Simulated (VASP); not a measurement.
# KF (P1) in VASP: convergence with empty bands

Aim: find how far empty bands must go before the results for KF settle, at PBEsol. This setting moves, with any that are tied to it; all else stays.

Program: VASP 6.6.1. These are calculated values, not measurements. Logs are shortened: lines on timing, memory, paths and dates and some standing lists are left out, and cuts for length are marked.

### 1 The cell of the first run

The typed cell holds 2 atoms: a = 3.259 Å, b = 3.259 Å, c = 3.259 Å, α = 90.00°, β = 90.00°, γ = 90.00°.

The cell comes from a database or a generator and needn't be the stable form of this composition.

The cell isn't the ideal one: atoms moved at random, drawn with an rms of 0.02 Å.

### 2 With empty bands 1

INCAR reads:

```
SYSTEM = KF
ALGO = Normal
EDIFF = 1E-7
ENCUT = 520
GGA = PS
ISIF = 2
ISMEAR = 0
LASPH = .True.
LCHARG = .False.
LREAL = .False.
LWAVE = .False.
NBANDS = 9
NELM = 80
PREC = Accurate
SIGMA = 0.02
```

KPOINTS reads:

```
k-points
0
Gamma
  6 6 6
  0 0 0
```

POSCAR reads:

```
KF
1.0
    3.2589550000      0.0000000000      0.0000000000
    0.0000000000      3.2589550000      0.0000000000
    0.0000000000      0.0000000000      3.2589550000
K F
1 1
Direct
   -0.0063920000      0.0035840000      0.0043050000
    0.4959630000      0.4977400000      0.4992490000
```

Potentials or basis: VASP PAW PBE potentials, release 64 (K_sv, F).

Command:

```console
$ cat potpaw_PBE.64/K_sv/POTCAR potpaw_PBE.64/F/POTCAR > POTCAR
$ mpirun -np 1 vasp_std > vasp.out
```

OUTCAR:

```text
SYSTEM = KF
   EDIFF = 1E-7
   ENCUT = 520
   GGA = PS
   ISIF = 2
   ISMEAR = 0
   LASPH = .True.
   LREAL = .False.
   NELM = 80
   PREC = Accurate

 Found    112 irreducible k-points:

 Following reciprocal coordinates:
            Coordinates               Weight
  0.000000  0.000000  0.000000      1.000000
  0.166667  0.000000  0.000000      2.000000
  0.000000  0.166667  0.000000      2.000000
  0.000000  0.000000  0.166667      2.000000
  0.333333  0.000000  0.000000      2.000000
  0.000000  0.333333  0.000000      2.000000
   k-points           NKPTS =    112   k-points in BZ     NKDIM =    112   number of bands    NBANDS=      9
   number of dos      NEDOS =    301   number of ions     NIONS =      2
   total plane-waves  NPLWV =  13824
   dimension x,y,z NGX =    24 NGY =   24 NGZ =   24
   dimension x,y,z NGXF=    48 NGYF=   48 NGZF=   48
   ions per type =               1   1
   NGX,Y,Z   is equivalent  to a cutoff of  12.24, 12.24, 12.24 a.u.
   NGXF,Y,Z  is equivalent  to a cutoff of  24.49, 24.49, 24.49 a.u.
 SYSTEM =  KF
   PREC   = accura    normal or accurate (medium, high low for compatibility)
   ISTART =      0    job   : 0-new  1-cont  2-samecut
   ICHARG =      2    charge: 1-file 2-atom 10-const
   ISPIN  =      1    spin polarized calculation?
   LNONCOLLINEAR =      F non collinear calculations
   LSORBIT =      F    spin-orbit coupling
   LASPH  =      T    aspherical Exc in radial PAW
   ENCUT  =  520.0 eV  38.22 Ry    6.18 a.u.   6.06  6.06  6.06*2*pi/ulx,y,z
   NELM   =     80;   NELMIN=  2; NELMDL= -5     # of ELM steps
   EDIFF  = 0.1E-06   stopping-criterion for ELM
   LREAL  =      F    real-space projection
   EDIFFG = 0.1E-05   stopping-criterion for IOM
   NSW    =      0    number of steps for IOM
   IBRION =     -1    ionic relax: 0-MD 1-quasi-New 2-CG
   NFREE  =      0    steps in history (QN), initial steepest desc. (CG)
   ISIF   =      2    stress and relaxation
   ISYM   =      2    0-nonsym 1-usesym 2-fastsym
   POTIM  = 0.5000    time-step for ionic-motion
   TEBEG  =    0.0;   TEEND  =   0.0 temperature during run
   PSTRESS=    0.0 pullay stress
   NELECT =      16.0000    total number of electrons
   NUPDOWN=      -1.0000    fix difference up-down
   EMIN   =  10.00;   EMAX   =-10.00  energy-range for DOS
   EFERMI =   0.00;   METHOD = LEGACY
   ISMEAR =     0;   SIGMA  =   0.02  broadening in eV -4-tet -1-fermi 0-gaus
   EFERMI_NEDOS =   21; number of points for ismear=-14 and -15
   IALGO  =     38    algorithm
   IMIX   =      4    mixing-type and parameters
     AMIX     =   0.40;   BMIX     =  1.00
     AMIX_MAG =   1.60;   BMIX_MAG =  1.00
  volume/ion in A,a.u.               =      17.31       116.79
  Fermi-wavevector in a.u.,A,eV,Ry     =   1.265814  2.392041 21.800402  1.602284
  Thomas-Fermi vector in A             =   2.399047
   LORBIT       =      0    0 simple, 1 ext, 2 COOP (PROOUT), +10 PAW based schemes
   GGA     = PS    functional components
   LHFCALC =     F    Hartree Fock is set to
   AEXX    =    0.0000 exact exchange contribution
   IVDW    =     0    specifies the selected vdW correction
   LEPSILON=     F    determine dielectric tensor
   LRPA    =     F    only Hartree local field effects (RPA)
 non-spin polarized calculation
 Gauss-broadening in eV      SIGMA  =   0.02
  energy-cutoff  :      520.00
  volume of cell :       34.61
 maximum number of plane-waves:       952
   NGX = 13   NGY = 13   NGZ = 13

 number of electron      15.9999994 magnetization

 Free energy of the ion-electron system (eV)
  ---------------------------------------------------
  ext. energy  EPLUGINS =         0.00000000
  ---------------------------------------------------
  free energy    TOTEN  =        -8.33901804 eV

  energy without entropy =       -8.33901804  energy(sigma->0) =       -8.33901804

 E-fermi :  -2.0313     XC(G=0):  -9.2553

 val. band max:       -2.1511303722   @ k =   0.5000   0.0000   0.5000
 cond. band min:       3.9445323353   @ k =   0.0000   0.0000   0.0000
 fundamental gap:      6.0956627075
 Fermi energy:        -2.0313396128

 k-point     1 :       0.0000    0.0000    0.0000
  band No.  band energies     occupation
      1     -28.9851      2.00000
      2     -20.9272      2.00000
      3     -12.0745      2.00000
      4     -12.0745      2.00000
      5     -12.0745      2.00000
      6      -2.2036      2.00000
      7      -2.2034      2.00000
      8      -2.2031      2.00000
      9       3.9445      0.00000

 k-point     2 :       0.1667    0.0000    0.0000
  band No.  band energies     occupation
      1     -28.9533      2.00000
      2     -20.9341      2.00000
      3     -12.2585      2.00000
      4     -12.0465      2.00000
      5     -12.0465      2.00000
      6      -2.5510      2.00000
      7      -2.2304      2.00000
      8      -2.2301      2.00000
      9       4.6598      0.00000

 k-point     3 :       0.0000    0.1667    0.0000
  band No.  band energies     occupation
      1     -28.9534      2.00000
      2     -20.9341      2.00000
      3     -12.2585      2.00000
      4     -12.0465      2.00000
      5     -12.0465      2.00000
      6      -2.5511      2.00000
      7      -2.2303      2.00000
      8      -2.2302      2.00000
      9       4.6599      0.00000

 k-point     4 :       0.0000    0.0000    0.1667
  band No.  band energies     occupation
      1     -28.9534      2.00000
      2     -20.9341      2.00000
      3     -12.2585      2.00000
      4     -12.0465      2.00000
      5     -12.0465      2.00000
      6      -2.5511      2.00000
      7      -2.2303      2.00000
      8      -2.2302      2.00000
      9       4.6599      0.00000

 k-point     5 :       0.3333    0.0000    0.0000
  band No.  band energies     occupation
      1     -28.8888      2.00000
      2     -20.9497      2.00000
      3     -12.6020      2.00000
      4     -11.9897      2.00000
      5     -11.9896      2.00000
      6      -3.1407      2.00000
      7      -2.2869      2.00000
      8      -2.2868      2.00000
      9       6.1786      0.00000

 k-point     6 :       0.0000    0.3333    0.0000
  band No.  band energies     occupation
      1     -28.8888      2.00000
      2     -20.9496      2.00000
      3     -12.6022      2.00000
      4     -11.9897      2.00000
      5     -11.9896      2.00000
      6      -3.1407      2.00000
      7      -2.2869      2.00000
      8      -2.2867      2.00000
      9       6.1790      0.00000

 [... further k-points ...]

------------------------ aborting loop because EDIFF is reached ----------------------------------------

  FORCE on cell =-STRESS in cart. coord.  units (eV):
  Direction    XX          YY          ZZ          XY          YZ          ZX
  --------------------------------------------------------------------------------------
  -------------------------------------------------------------------------------------
  Total       -0.5309766     -0.5306498     -0.5305535     -0.0006635      0.0015524     -0.0006181
  in kB      -24.5782471    -24.5631182    -24.5586620     -0.0307141      0.0718579     -0.0286121
  external PRESSURE =     -24.5666758 kB  Pullay stress =       0.0000000 kB

 VOLUME and BASIS-vectors are now :
 -----------------------------------------------------------------------------
  energy-cutoff  :      520.00
  volume of cell :       34.61
      direct lattice vectors                 reciprocal lattice vectors
     3.258955000  0.000000000  0.000000000     0.306846827  0.000000000  0.000000000
     0.000000000  3.258955000  0.000000000     0.000000000  0.306846827  0.000000000
     0.000000000  0.000000000  3.258955000     0.000000000  0.000000000  0.306846827

 POSITION                                       TOTAL-FORCE (eV/Angst)
 -----------------------------------------------------------------------------------
      3.23812      0.01168      0.01403         0.004569     -0.010638     -0.009280
      1.61632      1.62211      1.62703        -0.004569      0.010638      0.009280
 -----------------------------------------------------------------------------------
    total drift:                               -0.000310     -0.000281     -0.000146

  FREE ENERGIE OF THE ION-ELECTRON SYSTEM (eV)
  ---------------------------------------------------
  free  energy   TOTEN  =        -8.3390180438 eV

  energy  without entropy=       -8.3390180438  energy(sigma->0) =       -8.33901804
```

It took 22 s on 1 thread of Intel Xeon Platinum 8375C at 2.90GHz (Ice Lake), shared host; peak memory 0.16 GiB.

What came out:

| Quantity | Value |
| --- | --- |
| Free energy | -8.3390 eV |
| Pressure | -2.5 GPa |
| Largest force | 0.015 eV/Å |
| Band gap on the k mesh | 6.10 eV, indirect (least direct gap 6.15 eV) |

### 3 With empty bands 2

Changes to INCAR since step 2:

```diff
@@ -11,3 +11,3 @@
 LWAVE = .False.
-NBANDS = 9
+NBANDS = 10
 NELM = 80
```

KPOINTS is that of step 2.

POSCAR is that of step 2.

Potentials or basis: VASP PAW PBE potentials, release 64 (K_sv, F).

Command:

```console
$ cat potpaw_PBE.64/K_sv/POTCAR potpaw_PBE.64/F/POTCAR > POTCAR
$ mpirun -np 1 vasp_std > vasp.out
```

Wall time 20 s (1 thread of Intel Xeon Platinum 8375C at 2.90GHz (Ice Lake), shared host); peak memory 0.16 GiB.

What came out:

| Item | Value |
| --- | --- |
| Free energy | -8.3390 eV |
| Pressure | -2.5 GPa |
| Largest force | 0.015 eV/Å |
| Band gap on the k mesh | 6.10 eV, indirect (least direct gap 6.15 eV) |

### 4 With empty bands 3

Changes to INCAR since step 3:

```diff
@@ -11,3 +11,3 @@
 LWAVE = .False.
-NBANDS = 10
+NBANDS = 11
 NELM = 80
```

KPOINTS is that of step 3.

POSCAR is that of step 3.

Command:

```console
$ cat potpaw_PBE.64/K_sv/POTCAR potpaw_PBE.64/F/POTCAR > POTCAR
$ mpirun -np 1 vasp_std > vasp.out
```

It took 25 s on 1 thread of Intel Xeon Platinum 8375C at 2.90GHz (Ice Lake), shared host; peak memory 0.16 GiB.

Results:

| Item | Value |
| --- | --- |
| Free energy | -8.3390 eV |
| Pressure | -2.5 GPa |
| Largest force | 0.015 eV/Å |
| Band gap on the k mesh | 6.10 eV, indirect (least direct gap 6.15 eV) |

### 5 With empty bands 4

Changes to INCAR since step 4:

```diff
@@ -11,3 +11,3 @@
 LWAVE = .False.
-NBANDS = 11
+NBANDS = 12
 NELM = 80
```

KPOINTS is that of step 4.

POSCAR is that of step 4.

Command:

```console
$ cat potpaw_PBE.64/K_sv/POTCAR potpaw_PBE.64/F/POTCAR > POTCAR
$ mpirun -np 1 vasp_std > vasp.out
```

It took 39 s on 1 thread of Intel Xeon Platinum 8375C at 2.90GHz (Ice Lake), shared host; peak memory 0.17 GiB.

Results:

- Free energy: -8.3390 eV
- Pressure: -2.5 GPa
- Largest force: 0.015 eV/Å
- Band gap on the k mesh: 6.10 eV, indirect (least direct gap 6.15 eV)

### 6 With empty bands 6

Changes to INCAR since step 5:

```diff
@@ -11,3 +11,3 @@
 LWAVE = .False.
-NBANDS = 12
+NBANDS = 14
 NELM = 80
```

KPOINTS is that of step 5.

POSCAR is that of step 5.

Potentials or basis: VASP PAW PBE potentials, release 64 (K_sv, F).

Command:

```console
$ cat potpaw_PBE.64/K_sv/POTCAR potpaw_PBE.64/F/POTCAR > POTCAR
$ mpirun -np 1 vasp_std > vasp.out
```

Wall time 43 s (1 thread of Intel Xeon Platinum 8375C at 2.90GHz (Ice Lake), shared host); peak memory 0.17 GiB.

Results:

```
Free energy            : -8.3390 eV
Pressure               : -2.5 GPa
Largest force          : 0.015 eV/Å
Band gap on the k mesh : 6.10 eV, indirect (least direct gap 6.15 eV)
```

### 7 With empty bands 10

Changes to INCAR since step 6:

```diff
@@ -11,3 +11,3 @@
 LWAVE = .False.
-NBANDS = 14
+NBANDS = 18
 NELM = 80
```

KPOINTS is that of step 6.

POSCAR is that of step 6.

Command:

```console
$ cat potpaw_PBE.64/K_sv/POTCAR potpaw_PBE.64/F/POTCAR > POTCAR
$ mpirun -np 1 vasp_std > vasp.out
```

Wall time 47 s (1 thread of Intel Xeon Platinum 8375C at 2.90GHz (Ice Lake), shared host); peak memory 0.18 GiB.

What came out:

| Quantity | Value |
| --- | --- |
| Free energy | -8.3390 eV |
| Pressure | -2.5 GPa |
| Largest force | 0.015 eV/Å |
| Band gap on the k mesh | 6.10 eV, indirect (least direct gap 6.15 eV) |

### 8 With empty bands 16

Changes to INCAR since step 7:

```diff
@@ -11,3 +11,3 @@
 LWAVE = .False.
-NBANDS = 18
+NBANDS = 24
 NELM = 80
```

KPOINTS is that of step 7.

POSCAR is that of step 7.

Command:

```console
$ cat potpaw_PBE.64/K_sv/POTCAR potpaw_PBE.64/F/POTCAR > POTCAR
$ mpirun -np 1 vasp_std > vasp.out
```

Run time: 66 s. Hardware: 1 thread of Intel Xeon Platinum 8375C at 2.90GHz (Ice Lake), shared host; peak memory 0.19 GiB.

It converged, with:

```
Free energy            : -8.3390 eV
Pressure               : -2.5 GPa
Largest force          : 0.015 eV/Å
Band gap on the k mesh : 6.10 eV, indirect (least direct gap 6.15 eV)
```

### 9 The series at a glance

| empty bands | energy less the tightest run, at zero smearing (meV/atom) | SCF cycles | CPU time (s) | peak memory (GiB) |
| --- | --- | --- | --- | --- |
| 1 | 0.00 | 15 | 18 | 0.16 |
| 2 | 0.00 | 15 | 16 | 0.16 |
| 3 | 0.00 | 15 | 22 | 0.16 |
| 4 | 0.00 | 15 | 35 | 0.17 |
| 6 | 0.00 | 15 | 39 | 0.17 |
| 10 | 0.00 | 14 | 43 | 0.18 |
| 16 | 0.00 | 14 | 62 | 0.19 |

Against the tightest run, the energy stays within 1 meV/atom from 1 on. The tightest run that finished is the yardstick and may itself not be fully converged.

Caveats: the PAW data sets were made with another functional, which shifts forces and pressure a little.
